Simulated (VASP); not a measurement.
# Mo (Im-3m) in VASP: settings compared

The runs below take Mo through relaxation of cell and atoms, with LDA, AM05.

All numbers are computed with VASP 6.6.1; they aren't measurements. Logs are shortened: lines on timing, memory, paths and dates and some standing lists are left out, and cuts for length are marked.

**1. The crystal as given**

The structure is cubic, space group Im-3m (No. 229). Conventional cell: a = 3.147 Å, b = 3.147 Å, c = 3.147 Å, α = 90.00°, β = 90.00°, γ = 90.00°. Mo (site symmetry m-3m) is surrounded by 8 Mo at 2.73 Å.

**2. Relaxation of cell and atoms, LDA, target pressure 22 GPa, at which the enthalpy is minimised**

Input file INCAR:

```
PREC = Accurate ; ENCUT = 600
EDIFF = 1E-6 ; ISMEAR = 1
SIGMA = 0.1 ; LREAL = F
LASPH = T ; NELM = 80
ALGO = Normal ; ISIF = 3
LWAVE = F ; LCHARG = F
GGA = CA ; IBRION = 2
NSW = 90 ; EDIFFG = -0.01
PSTRESS = 220.0
```

Input file KPOINTS:

```
regular mesh
0
Gamma
  16 16 16
```

Input file POSCAR:

```
Mo
1.0
   -1.5734150000      1.5734150000      1.5734150000
    1.5734150000     -1.5734150000      1.5734150000
    1.5734150000      1.5734150000     -1.5734150000
Mo
1
Direct
    0.0000000000      0.0000000000      0.0000000000
```

Potentials or basis: VASP PAW LDA potentials, release 64 (Mo_sv).

Launch:

```sh
$ cat potpaw_LDA.64/Mo_sv/POTCAR > POTCAR
$ mpirun -np 1 vasp_std > vasp.out
```

OUTCAR:

```text
PREC = Accurate
   ENCUT = 600
   EDIFF = 1E-6
   ISMEAR = 1
   LREAL = F
   LASPH = T
   NELM = 80
   ISIF = 3
   GGA = CA
   IBRION = 2
   NSW = 90
   EDIFFG = -0.01
   PSTRESS = 220.0

 ion  position               nearest neighbor table
   1  0.000  0.000  0.000-

  LATTYP: Found a body centered cubic cell.
 ALAT       =     3.1468300000

  Lattice vectors:

 A1 = (  -1.5734150000,   1.5734150000,   1.5734150000)
 A2 = (   1.5734150000,  -1.5734150000,   1.5734150000)
 A3 = (   1.5734150000,   1.5734150000,  -1.5734150000)

Analysis of symmetry for initial positions (statically):
=====================================================================
 Subroutine PRICEL returns:
 Original cell was already a primitive cell.

 Routine SETGRP: Setting up the symmetry group for a
 body centered cubic supercell.

 Subroutine GETGRP returns: Found 48 space group operations
 (whereof 48 operations were pure point group operations)
 out of a pool of 48 trial point group operations.

The static configuration has the point symmetry O_h .

Analysis of symmetry for dynamics (positions and initial velocities):
=====================================================================
 Subroutine PRICEL returns:
 Original cell was already a primitive cell.

 Routine SETGRP: Setting up the symmetry group for a
 body centered cubic supercell.

 Subroutine GETGRP returns: Found 48 space group operations
 (whereof 48 operations were pure point group operations)
 out of a pool of 48 trial point group operations.

The dynamic configuration has the point symmetry O_h .

 Subroutine INISYM returns: Found 48 space group operations
 (whereof 48 operations are pure point group operations),
 and found     1 'primitive' translations

----------------------------------------------------------------------------------------

                                     Primitive cell

  volume of cell :      15.5808

  direct lattice vectors                    reciprocal lattice vectors
    -1.573415000  1.573415000  1.573415000     0.000000000  0.317780115  0.317780115
     1.573415000 -1.573415000  1.573415000     0.317780115  0.000000000  0.317780115
     1.573415000  1.573415000 -1.573415000     0.317780115  0.317780115  0.000000000

  length of vectors
     2.725234721  2.725234721  2.725234721     0.449408949  0.449408949  0.449408949

  position of ions in fractional coordinates (direct lattice)
     0.000000000  0.000000000  0.000000000

  ion indices of the primitive-cell ions
   primitive index   ion index
                 1           1

----------------------------------------------------------------------------------------

 KPOINTS: regular mesh

Automatic generation of k-mesh.
 Grid dimensions read from file:
 generate k-points for:   16   16   16

 Generating k-lattice:

  Cartesian coordinates                     Fractional coordinates (reciprocal lattice)
     0.000000000  0.019861257  0.019861257     0.062500000  0.000000000  0.000000000
     0.019861257  0.000000000  0.019861257     0.000000000  0.062500000  0.000000000
     0.019861257  0.019861257  0.000000000     0.000000000  0.000000000  0.062500000

  Length of vectors
     0.028088059  0.028088059  0.028088059

  Shift w.r.t. Gamma in fractional coordinates (k-lattice)
     0.000000000  0.000000000  0.000000000

 Subroutine IBZKPT returns following result:
 ===========================================

 Found    145 irreducible k-points:

 Following reciprocal coordinates:
            Coordinates               Weight
  0.000000  0.000000  0.000000      1.000000
  0.062500  0.000000  0.000000     12.000000
  0.125000  0.000000  0.000000     12.000000
  0.187500  0.000000  0.000000     12.000000
  0.250000  0.000000  0.000000     12.000000
  0.312500  0.000000  0.000000     12.000000
[... 16 lines left out ...]
  0.187500  0.187500  0.000000     24.000000
  0.250000  0.187500  0.000000     48.000000
 [... further k-points ...]
   k-points           NKPTS =    145   k-points in BZ     NKDIM =    145   number of bands    NBANDS=     11
   number of dos      NEDOS =    301   number of ions     NIONS =      1
   total plane-waves  NPLWV =  13824
   dimension x,y,z NGX =    24 NGY =   24 NGZ =   24
   dimension x,y,z NGXF=    48 NGYF=   48 NGZF=   48
   ions per type =               1
   NGX,Y,Z   is equivalent  to a cutoff of  14.64, 14.64, 14.64 a.u.
   NGXF,Y,Z  is equivalent  to a cutoff of  29.28, 29.28, 29.28 a.u.
 SYSTEM =  unknown system
   PREC   = accura    normal or accurate (medium, high low for compatibility)
   ISTART =      0    job   : 0-new  1-cont  2-samecut
   ICHARG =      2    charge: 1-file 2-atom 10-const
   ISPIN  =      1    spin polarized calculation?
   LNONCOLLINEAR =      F non collinear calculations
   LSORBIT =      F    spin-orbit coupling
   LASPH  =      T    aspherical Exc in radial PAW
   ENCUT  =  600.0 eV  44.10 Ry    6.64 a.u.   5.44  5.44  5.44*2*pi/ulx,y,z
   NELM   =     80;   NELMIN=  2; NELMDL= -5     # of ELM steps
   EDIFF  = 0.1E-05   stopping-criterion for ELM
   LREAL  =      F    real-space projection
   EDIFFG = -.1E-01   stopping-criterion for IOM
   NSW    =     90    number of steps for IOM
   IBRION =      2    ionic relax: 0-MD 1-quasi-New 2-CG
   NFREE  =      1    steps in history (QN), initial steepest desc. (CG)
   ISIF   =      3    stress and relaxation
   ISYM   =      2    0-nonsym 1-usesym 2-fastsym
   POTIM  = 0.5000    time-step for ionic-motion
   TEBEG  =    0.0;   TEEND  =   0.0 temperature during run
   PSTRESS=  220.0 pullay stress
   NELECT =      14.0000    total number of electrons
   NUPDOWN=      -1.0000    fix difference up-down
   EMIN   =  10.00;   EMAX   =-10.00  energy-range for DOS
   EFERMI =   0.00;   METHOD = LEGACY
   ISMEAR =     1;   SIGMA  =   0.10  broadening in eV -4-tet -1-fermi 0-gaus
   EFERMI_NEDOS =   21; number of points for ismear=-14 and -15
   IALGO  =     38    algorithm
   IMIX   =      4    mixing-type and parameters
     AMIX     =   0.40;   BMIX     =  1.00
     AMIX_MAG =   1.60;   BMIX_MAG =  1.00
  volume/ion in A,a.u.               =      15.58       105.14
  Fermi-wavevector in a.u.,A,eV,Ry     =   1.579747  2.985289 33.954710  2.495601
  Thomas-Fermi vector in A             =   2.680079
   LORBIT       =      0    0 simple, 1 ext, 2 COOP (PROOUT), +10 PAW based schemes
   GGA     = CA    functional components
   LHFCALC =     F    Hartree Fock is set to
   AEXX    =    0.0000 exact exchange contribution
   IVDW    =     0    specifies the selected vdW correction
   LEPSILON=     F    determine dielectric tensor
   LRPA    =     F    only Hartree local field effects (RPA)
 conjugate gradient relaxation of ions
 non-spin polarized calculation
 Methfessel and Paxton  Order N= 1 SIGMA  =   0.10
  energy-cutoff  :      600.00
  volume of cell :       15.58
 maximum number of plane-waves:       537
 NGX is ok and might be reduce to    24
   NGX = 11   NGY = 11   NGZ = 11

--------------------------------------- Ionic step        1  -------------------------------------------

 number of electron      14.0000002 magnetization

 Free energy of the ion-electron system (eV)
  ---------------------------------------------------
  ext. energy  EPLUGINS =         0.00000000
  ---------------------------------------------------
  free energy    TOTEN  =       -12.12388013 eV

  energy without entropy =      -12.12443515  energy(sigma->0) =      -12.12406514

------------------------ aborting loop because EDIFF is reached ----------------------------------------

  FORCE on cell =-STRESS in cart. coord.  units (eV):
  Direction    XX          YY          ZZ          XY          YZ          ZX
  --------------------------------------------------------------------------------------
  -------------------------------------------------------------------------------------
  Total       -0.8139560     -0.8139560     -0.8139560      0.0000000      0.0000000      0.0000000
  in kB      -83.6992658    -83.6992658    -83.6992658      0.0000000      0.0000000      0.0000000
  external PRESSURE =    -303.6992658 kB  Pullay stress =     220.0000000 kB
[... 133 lines left out ...]
  enthalpy is  TOTEN    =       -10.1304978724 eV   P V=        1.9525734014

--------------------------------------- Ionic step        5  -------------------------------------------

 number of electron      14.0000001 magnetization

 Free energy of the ion-electron system (eV)
  ---------------------------------------------------
  ext. energy  EPLUGINS =         0.00000000
  ---------------------------------------------------
  free energy    TOTEN  =       -12.07343388 eV

  energy without entropy =      -12.07325140  energy(sigma->0) =      -12.07337306

 E-fermi :  14.2069     XC(G=0): -14.1678

 val. band max:       14.1931161546   @ k =   0.1875   0.0000   0.0000
 cond. band min:      14.2441611717   @ k =  -0.3125   0.3750   0.1875
 fundamental gap:      0.0510450171
 Fermi energy:        14.2069267499

 k-point     1 :       0.0000    0.0000    0.0000
  band No.  band energies     occupation
      1     -46.8216      2.00000
      2     -19.9863      2.00000
      3     -19.9863      2.00000
      4     -19.9863      2.00000
      5       6.6338      2.00000
      6      12.5730      2.00000
      7      12.5730      2.00000
      8      12.5730      2.00000
      9      15.9638     -0.00000
     10      15.9638     -0.00000
     11      29.0969      0.00000
[... 309 lines left out ...]
 k-point    24 :       0.2500    0.1875    0.0000
  band No.  band energies     occupation
      1     -46.4661      2.00000
      2     -21.5066      2.00000
      3     -20.6177      2.00000
      4     -20.1570      2.00000
      5       9.5684      2.00000
      6      10.8285      2.00000
      7      12.3027      2.00000
      8      15.3319     -0.00000
      9      16.9147      0.00000
     10      19.5069      0.00000
     11      28.3220      0.00000

 [... further k-points ...]

------------------------ aborting loop because EDIFF is reached ----------------------------------------

  FORCE on cell =-STRESS in cart. coord.  units (eV):
  Direction    XX          YY          ZZ          XY          YZ          ZX
  --------------------------------------------------------------------------------------
  -------------------------------------------------------------------------------------
  Total        1.9429783      1.9429783      1.9429783      0.0000000      0.0000000      0.0000000
  in kB      220.0540030    220.0540030    220.0540030      0.0000000      0.0000000      0.0000000
  external PRESSURE =       0.0540030 kB  Pullay stress =     220.0000000 kB
[... 16 lines left out ...]
  FREE ENERGIE OF THE ION-ELECTRON SYSTEM (eV)
  ---------------------------------------------------
  free  energy   TOTEN  =       -12.0734338837 eV

  energy  without entropy=      -12.0732514034  energy(sigma->0) =      -12.07337306

  enthalpy is  TOTEN    =       -10.1309324204 eV   P V=        1.9425014633

 reached required accuracy - stopping structural energy minimisation
```

It took 26 s on 1 thread of Intel Xeon 6975P-C (Granite Rapids), shared host; peak memory 0.16 GiB.

What came out:

```
Free energy                                            : -12.0734 eV
Relaxed volume                                         : 14.15 Å³/atom
Relaxed cell                                           : a = 2.639 Å, b = 2.639 Å, c = 2.639 Å, α = 109.47°, β = 109.47°, γ = 109.47°
Space group after relaxing (to 0.05 Å)                 : Im-3m (No. 229)
Energy change on relaxing (the enthalpy is what falls) : +50.4 meV/atom
Ionic steps                                            : 5
Pressure after relaxing                                : 22.0 GPa
Band gap on the k mesh                                 : none (metal or under the smearing width)
```

The path:
| step | energy change (eV) | largest force (eV/Å) | pressure (GPa) | volume (Å³) |
| --- | --- | --- | --- | --- |
| 1 | 0.0000 | 0.0000 | -8.37 | 15.58 |
| 2 | 3.4115 | 0.0000 | 295.71 | 9.82 |
| 3 | 0.0231 | 0.0000 | 16.08 | 14.38 |
| 4 | 0.0408 | 0.0000 | 20.08 | 14.22 |
| 5 | 0.0504 | 0.0000 | 22.01 | 14.15 |

Final structure:
```
CELL_PARAMETERS angstrom
-1.52357 1.52357 1.52357
1.52357 -1.52357 1.52357
1.52357 1.52357 -1.52357
ATOMIC_POSITIONS crystal
Mo 0.00000 0.00000 0.00000
```

Caveat: the cell is relaxed towards a set pressure, so the enthalpy falls and the energy may rise. LDA usually gives volumes a few per cent too small.

(Continued in part 2 of 2.)
